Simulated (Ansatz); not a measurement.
# 1T-MnSSe monolayer in a perpendicular field, part 2 of 3

What dipole does a perpendicular field induce in the 1T-MnSSe monolayer? A positive field points along +c.

Ansatz 0.2.0; plane-wave DFT, PBE-D3(BJ), Ansatz PAW (set soft_1); PAW set soft_1.

So far. Step 2 (Relaxation): The lattice constant a goes from 3.408 to 3.341 Å.

## Step 3: Atoms held, field 0

A sawtooth potential applies the field, turning back in the middle of the vacuum. With the dipole correction the typed value is the field outside the slab. The induced dipole is small, so the SCF threshold is tight.

The cell differs from the one that the last finished run ended in (c 36.426 → 20.802 Å).

input.yaml

```yaml
crystal:
  lattice:
    - [3.3408227052, 0.0, 0.0]
    - [-1.6704113526, 2.8932373323, 0.0]
    - [0.0, 0.0, 20.8015072021]
  atoms:
    - { symbol: Se, position: [0.6666666667, 0.3333333333, 0.4326609564], spin: -0.04 }
    - { symbol: Mn, position: [0.0, 0.0, 0.5059034495], spin: 2.6 }
    - { symbol: S, position: [0.3333333333, 0.6666666667, 0.5673390436], spin: -0.02 }
magnetization:
  spin_polarized: true
kpoints:
  mp_grid: { grid: [18, 18, 1] }
  band_path:
    path: [[0, 0, 0], [0.5, 0, 0], [0.33333333, 0.33333333, 0], [0, 0, 0]]
    npoints: 16
hamiltonian:
  xc: pbe
  dispersion: d3bj
  pseudopotentials: { kind: paw, azcp: { folder: soft_1 } }
scf:
  occupations: { method: fermi_dirac, width: 0.02585 }
  convergence: { dr2_threshold: 1.0e-10 }
efield:
  axis: 3
  dipole_correction: true
  ramp_position: 0.97
  ramp_width: 0.06
  amplitude: 0
output:
  dos: { projected: true, e_range: [-6, 5] }
  write_potential: true
  write_density: true
  volumetric_format: npy
  elf: true
```

Command:

```sh
$ ansatz run input.yaml --threads 2 --pin off --max-ram 3072MiB --backend cpu --events-out ev --progress --plain --runs-dir out
```

Numbers of over 12 decimals in the logs are rounded to 6 here.

What it wrote:

```text
[...]
Crystal: 3 atoms, lattice volume = 201.063 Å³
Basis set: ecut = 420 eV, 4029 PW (Γ)
Bands: 24, of which v1, the nominal top of the filled ones, is band 19 counted from 1 (18 counted from 0)
Symmetry: 6 space group operations
k-points: 37 of 324 (time reversal used)
[...]
Starting moments: Σ|m| = 2.66 μB on 3 of 3 sites
[...]
SCF iter   1: F=—  HF=-10270.906809 eV  |F-HF|=—  |Δ(HF+E_count)|=         —  Δρ=1.56e-2 (↑1.34e-2 ↓1.56e-2)  dr2=8.53e-1  dr2_m=2.50e-1  M=2.708 μB ∫|m|=2.977 μB  β_m=1.00  ethr=2.22e-3  p=0.000 e·Å  D=1.45e-6 V/Å  ΔV_dip=-0.00 eV  dr2_dipole=4.90e-3  V_vac-E_F(+/−)=5.59/5.59 eV  ⟨swp⟩=1.0  Hψ=13799  notcnv=0
[...]
efield: sawtooth ramp at fractional position 0.9700 (set: `efield.ramp_position`, or a place that a band, a saddle search or an elastic batch's reference lends), width 0.0600; the density the first Hamiltonian is built on has a dipole p = 0.000 e·Å; the dipole correction subtracts the counter field D = 1.45e-6 V/Å, which shifts the + side's vacuum level by -0.00 eV against the − side's; the planar-averaged density in the ramp window peaks in size at 9.6e-6 e/Å³
[...]
SCF iter   2: F=—  HF=-10271.432927 eV  |F-HF|=—  |Δ(HF+E_count)|=   5.26e-1  Δρ=5.45e-3 (↑5.09e-3 ↓5.45e-3)  dr2=1.50e-1  dr2_m=5.67e-3  M=2.727 μB ∫|m|=3.046 μB  β_m=0.38  ethr=2.22e-3  p=-0.013 e·Å  D=-1.21e-2 V/Å  ΔV_dip=0.25 eV  dr2_dipole=1.86e-4  V_vac-E_F(+/−)=5.22/4.97 eV  ⟨swp⟩=3.0  Hψ=3296  notcnv=0  defer=10
density mixer auto → msr1: a metal under ldos (density of states about μ 0.82 of a free-electron gas's, 12 screened modes)
SCF iter   3: F=—  HF=-10271.996214 eV  |F-HF|=—  |Δ(HF+E_count)|=   5.63e-1  Δρ=3.20e-3 (↑3.10e-3 ↓3.20e-3)  dr2=2.61e-2  dr2_m=8.42e-3  M=2.741 μB ∫|m|=3.059 μB  β_m=0.63  ethr=4.05e-4  p=-0.015 e·Å  D=-1.39e-2 V/Å  ΔV_dip=0.29 eV  dr2_dipole=4.43e-4  V_vac-E_F(+/−)=5.17/4.88 eV  ⟨swp⟩=3.1  Hψ=3217  notcnv=0  defer=55
[...]
SCF iter  13: F=-10272.230582 eV  HF=-10272.230582 eV  |F-HF|=2.73e-11  |Δ(HF+E_count)|=  2.00e-11  Δρ=1.68e-8 (↑1.32e-8 ↓1.68e-8)  dr2=1.52e-12  dr2_m=2.87e-13  M=2.755 μB ∫|m|=3.019 μB  ethr=1.00e-12  p=-0.027 e·Å  D=-2.46e-2 V/Å  ΔV_dip=0.51 eV  dr2_dipole=7.14e-14  V_vac-E_F(+/−)=5.53/5.02 eV  ⟨swp⟩=6.6  Hψ=6027  notcnv=0
SCF 1 converged in 13 iterations: F = -10272.230582 eV  dr2 = 1.52e-12
[...]
NSCF: frozen V_eff on 49 k-points
efield: sawtooth ramp at fractional position 0.9700 (kept from the solve that this one continues, or follows in the run), width 0.0600; the density the first Hamiltonian is built on has a dipole p = -0.027 e·Å; the dipole correction subtracts the counter field D = -2.46e-2 V/Å, which shifts the + side's vacuum level by +0.51 eV against the − side's; the planar-averaged density in the ramp window peaks in size at 9.6e-6 e/Å³
SCF converged after 13 iterations
Magnetization: 2.7551 μB (19.8776 up, 17.1224 down)
Absolute magnetization: 3.0173 μB (∫|ρ↑−ρ↓|, with the PAW one-centre terms)
[...]
Per-site moments (μB) at R_I (Å): [(-0.042572, 1.013910), (2.598597, 0.954430), (-0.021692, 0.954430)]
Free energy (F): -10272.230582 eV
[...]
Internal energy: -10272.227500 eV  (E = F + TS)
E sigma→0 (E₀):  -10272.229041 eV
Entropy (-TS):   -0.003082 eV (-1.027 meV/atom)
Fermi energy:    -1.145349 eV
Dipole field:    D = -0.024594 V/Å  (p = -0.027327 e·Å, saw-weighted, corrected)
Work function:   Φ+ = 5.5288 eV   Φ− = 5.0172 eV
Levels:          The Fermi level and band energies are counted from a zero that moves with the ramp; work functions are not
[...]
--- Band table (eV; the first three rows and the last of 74) ---
  k-point 0 ↑: bands = [... 15 lower, -3.7399, -3.3345, -2.5234, -0.8302, -0.8302, 1.0565, 1.0565, 3.2743, ... 1 higher]
  k-point 1 ↑: bands = [... 15 lower, -3.7650, -3.3072, -2.5041, -0.9881, -0.8564, 0.8241, 1.0125, 3.3408, ... 1 higher]
  k-point 2 ↑: bands = [... 15 lower, -3.8317, -3.2906, -2.4486, -1.3521, -0.9439, 0.3003, 0.9052, 3.5239, ... 1 higher]
  k-point 36 ↓: bands = [... 15 lower, -3.8430, -3.7204, -0.4058, -0.1421, -0.0298, 0.6639, 1.0631, 5.4458, ... 1 higher]
```

The job ended after 37 s (2 threads of Arm Neoverse V1, shared host; peak memory 0.69 GiB).

Numbers from this step:

* energy at zero smearing: -10272.2290 eV
* total moment: 2.755 μB
* site moments: -0.04257, 2.599, -0.02169 μB
* work function, upper face: 5.529 eV
* work function, lower face: 5.017 eV
* dipole along the normal: -0.02733 e·Å
* step between the vacuum levels: 0.5116 eV

Running mean over a fixed 2.7 Å (it still follows the layers) of the planar mean; the ramp of the sawtooth is left out. Table of electron's electrostatic potential energy less the Fermi level by z:

```
z (Å)  electron's electrostatic potential energy less the Fermi level (eV)
  3.0                                                                 5.02
  3.5                                                                 5.02
  4.0                                                                 5.02
  4.5                                                                 5.02
  5.0                                                                 5.01
  5.5                                                                 5.01
  6.0                                                                 4.96
  6.5                                                                 4.79
  7.0                                                                 4.02
  7.5                                                                 2.57
  8.0                                                                 1.01
  8.5                                                               -0.834
  9.0                                                                -3.43
  9.5                                                                -6.29
 10.0                                                                -7.63
 10.5                                                                -8.52
 11.0                                                                -8.72
 11.5                                                                -7.18
 12.0                                                                -4.08
 12.5                                                                -1.10
 13.0                                                                 1.40
 13.5                                                                 3.75
 14.0                                                                 5.12
 14.5                                                                 5.44
 15.0                                                                 5.51
 15.5                                                                 5.52
 16.0                                                                 5.53
 16.5                                                                 5.53
 17.0                                                                 5.53
 17.5                                                                 5.53
```

The density of states has structure finer than the step of the table below, so its rows give means over 0.2 eV, whole bins alone (the curve runs from -6 to 1.99 eV). Peaks (eV: height): total -4.76: 8.26, -3.88: 8.14, -2.94: 7.85, -1.26: 7.20, 0.95: 11.1, 1.22: 9.10, 1.44: 5.21; up -5.01: 3.63, -4.04: 3.68, -3.88: 7.74, -2.44: 3.76, -2.17: 3.77, -1.26: 6.47, 1.44: 5.21; down -4.76: 6.00, -3.55: 3.32, -2.94: 6.22, 0.95: 9.98, 1.22: 8.06, 1.77: 2.79, 1.94: 2.73.

Density of states against energy, zero at the Fermi level; means over each step; values in states/eV a cell:

```
energy (eV)  total     up   down
       -5.8  0.985  0.542  0.443
       -5.6   1.26  0.790  0.470
       -5.4   1.50  0.973  0.527
       -5.2   2.16   1.42  0.736
       -5.0   3.36   2.51  0.852
       -4.8   4.05   1.45   2.60
       -4.6   2.56   1.01   1.55
       -4.4   1.49  0.462   1.03
       -4.2   2.70   1.77  0.932
       -4.0   3.14   2.71  0.427
       -3.8   3.65   3.24  0.413
       -3.6   1.84  0.546   1.29
       -3.4   2.77   1.18   1.59
       -3.2   3.72   1.17   2.55
       -3.0   4.70   1.52   3.18
       -2.8   3.23   2.22   1.01
       -2.6   2.46   1.37   1.09
       -2.4   3.85   2.40   1.45
       -2.2   3.79   2.54   1.24
       -2.0   2.72   1.68   1.04
       -1.8   3.02   1.91   1.11
       -1.6   2.89   1.39   1.50
       -1.4   3.36   2.29   1.07
       -1.2   3.14   2.35  0.786
       -1.0   1.30  0.974  0.328
       -0.8   1.03  0.807  0.223
       -0.6  0.901  0.731  0.170
       -0.4  0.677  0.541  0.136
       -0.2  0.680  0.413  0.267
        0.0   1.18  0.348  0.833
        0.2   1.70  0.357   1.34
        0.4   1.82  0.237   1.58
        0.6   1.90  0.979  0.919
        0.8   2.01   1.42  0.587
        1.0   5.42   1.02   4.39
        1.2   5.10   1.01   4.10
        1.4   2.82   2.64  0.176
        1.6   1.42   1.42      0
        1.8   2.38  0.831   1.54
```

Projected DOS per atom over height of the atomic layer and energy from the Fermi level. Layers: Se Mn S from below.

Ten even steps from '0' (0.18 states/eV) to '9' (4.30 states/eV), each cell a mean:
```
020
110
190
020
020
010
000
000
110
222
121
241
121
142
122
011
142
111
212
212
000
000
```
Columns: height of the atomic layer (Å) from 9 to 11.8 (not evenly spaced); rows upwards: energy from the Fermi level (eV) from -5.96 to 1.96.

Projected DOS per atom, spin up over height of the atomic layer and energy from the Fermi level. Layers: Se Mn S from below.

Values in states/eV, 22 rows by 3 columns, each cell a mean:
```
0.35 0.24 0.24
0.70 0.76 0.55
0.30 0.39 0.29
0.32 0.53 0.38
0.10 0.10 0.13
0.14 0.04 0.16
0.20 0.11 0.20
0.29 0.22 0.25
0.43 0.50 0.41
0.55 0.84 0.66
0.30 0.94 0.31
0.43 1.84 0.32
0.43 0.95 0.26
0.39 1.23 0.22
0.34 0.66 0.25
0.23 0.55 0.30
0.48 1.82 0.89
0.19 0.43 0.24
0.41 0.45 0.43
0.75 0.61 0.78
0.26 0.31 0.36
0.17 0.17 0.19
```
Columns: height of the atomic layer (Å) from 9 to 11.8 (not evenly spaced); rows upwards: energy from the Fermi level (eV) from -5.96 to 1.96.

Projected DOS per atom, spin down over height of the atomic layer and energy from the Fermi level. Layers: Se Mn S from below.

Values in states/eV, 22 rows by 3 columns, each cell a mean:
```
0.17 0.89 0.34
0.03 0.21 0.01
0.50 3.91 0.26
0.08 0.71 0.06
0.10 1.30 0.13
0.03 0.66 0.08
0.03 0.09 0.02
0.07 0.10 0.04
0.27 0.13 0.17
0.62 0.19 0.43
0.56 0.20 0.37
0.60 0.23 0.41
0.52 0.26 0.37
0.43 0.85 0.85
0.63 0.59 0.88
0.31 0.24 0.42
0.13 0.12 0.25
0.48 0.19 0.43
0.87 0.27 0.96
0.29 0.15 0.34
0.20 0.10 0.19
0.15 0.08 0.13
```
Columns: height of the atomic layer (Å) from 9 to 11.8 (not evenly spaced); rows upwards: energy from the Fermi level (eV) from -5.96 to 1.96.

Deep bands are left out, so band numbers here count from the lowest band kept and differ from the log's. Electronic bands along the path, in eV, zero at the Fermi level; # counts the bands kept:

```
  point  up #8  up #9  up #10  up #11  down #5  down #6  down #7  down #8
      Γ   0.32   0.32    2.20    2.20     0.00     0.00     0.37     0.37
halfway  -1.05  -0.36    0.69    1.81    -1.35    -1.21     0.09     1.11
      M  -1.76  -1.64    1.47    1.73    -2.37    -1.57    -0.18     0.89
halfway  -1.79  -1.37    0.85    1.39    -2.57    -2.44     0.42     0.96
      K  -1.57  -1.43    0.60    1.13    -2.70    -2.58     0.74     1.00
halfway  -1.26  -0.61    0.85    1.25    -2.11    -1.36     0.42     0.95
      Γ   0.32   0.32    2.20    2.20     0.00     0.00     0.37     0.37
```

Spin density in the ca plane at fractional y = 0.000, with atoms of Mn within 0.2 Å of it.

Ten even steps from '0' (0.0 e/Å³) to '9' (4.2 e/Å³), each cell a mean:
```
00000000000000000001661000000000000000000000
00000000000000000000110000000000000000000000
00000000000000000000000000000000000000000000
00000000000000000000000000000000000000000000
00000000000000000000000000000000000000000000
00000000000000000000000000000000000000000000
00000000000000000000000000000000000000000000
00000000000000000000330000000000000000000000
00000000000000000003992000000000000000000000
```
Columns run along c (16.0 Å, from fractional 0.15 to 0.92 of the cell), rows up along a (3.3 Å). Atoms in or near the plane, at fractional coordinates: Mn at (0.51, 0.00).

Electrostatic potential energy in the ca plane at fractional y = 0.000, with atoms of Mn within 0.2 Å of it. With pseudopotentials it is smooth inside the atoms' cores, unlike the true potential.

Values in eV, 5 rows by 16 columns, each cell a mean:
```
  4   4   4   4   4   2  -6 -34 -14   3   4   4   4   4   4   4
  4   4   4   4   3  -1  -4  -7  -3   1   4   4   4   4   4   4
  4   4   4   4   3  -4  -7   0  -4  -1   4   4   4   4   4   4
  4   4   4   4   3   0  -3 -15  -5   1   4   4   4   4   4   4
  4   4   4   4   4   3  -8 -36 -17   3   4   4   4   4   4   4
```
Columns run along c (16.0 Å, from fractional 0.15 to 0.92 of the cell; values clipped at the 3rd and 97th percentile), rows up along a (3.3 Å). Atoms in or near the plane, at fractional coordinates: Mn at (0.51, 0.00).

Valence density in the ca plane at fractional y = 0.000, with atoms of Mn within 0.2 Å of it. It is the smooth field of the valence electrons, not physical close to the nuclei.

Ten steps, logarithmic in the rise over the least value, from '0' (0 e/Å³) to '9' (22 e/Å³), each cell a mean:
```
00000000000000000126996210000000000000000000
00000000000000011123553211000000000000000000
00000000000000011221222221000000000000000000
00000000000000122221111222100000000000000000
00000000000000122221111222100000000000000000
00000000000000112221111221100000000000000000
00000000000000011112332211000000000000000000
00000000000000001125775210000000000000000000
00000000000000000127997210000000000000000000
```
Columns run along c (16.0 Å, from fractional 0.15 to 0.92 of the cell), rows up along a (3.3 Å). Atoms in or near the plane, at fractional coordinates: Mn at (0.51, 0.00).

The work function of the upper face is 5.53 eV.

## Step 4: Atoms held, field 0.1 V/Å

Changes to input.yaml since step 3:

```diff
@@ -26,7 +26,6 @@
   dipole_correction: true
-  ramp_position: 0.97
-  ramp_width: 0.06
-  amplitude: 0
+  ramp_position: 0.9399
+  ramp_width: 0.113
+  amplitude: 0.1
 output:
-  dos: { projected: true, e_range: [-6, 5] }
   write_potential: true
@@ -34,2 +33 @@
   volumetric_format: npy
-  elf: true
```

What it wrote:

```text
[...]
Crystal: 3 atoms, lattice volume = 201.063 Å³
Basis set: ecut = 420 eV, 4029 PW (Γ)
Bands: 24, of which v1, the nominal top of the filled ones, is band 19 counted from 1 (18 counted from 0)
Symmetry: 6 space group operations
k-points: 37 of 324 (time reversal used)
[...]
Starting moments: Σ|m| = 2.66 μB on 3 of 3 sites
[...]
k-point 1 ↑: bands = [... 15 lower, -3.7636, -3.3152, -2.4941, -0.9857, -0.8542, 0.8245, 1.0129, 3.1304, ... 1 higher]
  k-point 2 ↑: bands = [... 15 lower, -3.8302, -3.2958, -2.4426, -1.3490, -0.9419, 0.3011, 0.9057, 3.3068, ... 1 higher]
  k-point 36 ↓: bands = [... 15 lower, -3.8492, -3.7105, -0.4045, -0.1423, -0.0294, 0.6647, 1.0661, 5.4360, ... 1 higher]
[key lines of the parts left out:]
SCF converged after 13 iterations
Magnetization: 2.7557 μB (19.8778 up, 17.1222 down)
Free energy (F): -10272.229184 eV
Fermi energy:    -1.142716 eV
Dipole field:    D = -0.000570 V/Å  (p = -0.000633 e·Å, saw-weighted, corrected)
```

Wall time 37 s (2 threads); peak memory 0.69 GiB.

The dipole is -6.3e-4 e·Å, 0.0267 e·Å from its value without field.

(Continued in part 3 of 3.)

[Logs are printed without paths, hosts, clocks, repeated set-up lines and the standing remarks that a program may print on its own settings, such as how far it seeks lower states.]

[Hosts, paths, dates, database ids (printed as entryN), source tags and the programs' standing remarks are cut or masked in the printed files.]

[Maps of the electrostatic potential energy from Ansatz leave out the sawtooth potential of an applied field or a dipole correction, so their vacuum need not be flat; planar profiles and work functions include it.]

[The density of states shown here was stored with 400 of the rows of the run's finer table, so its peaks can read low, often by over a quarter, or be missed, and its means over a window can be off by a tenth or more.]
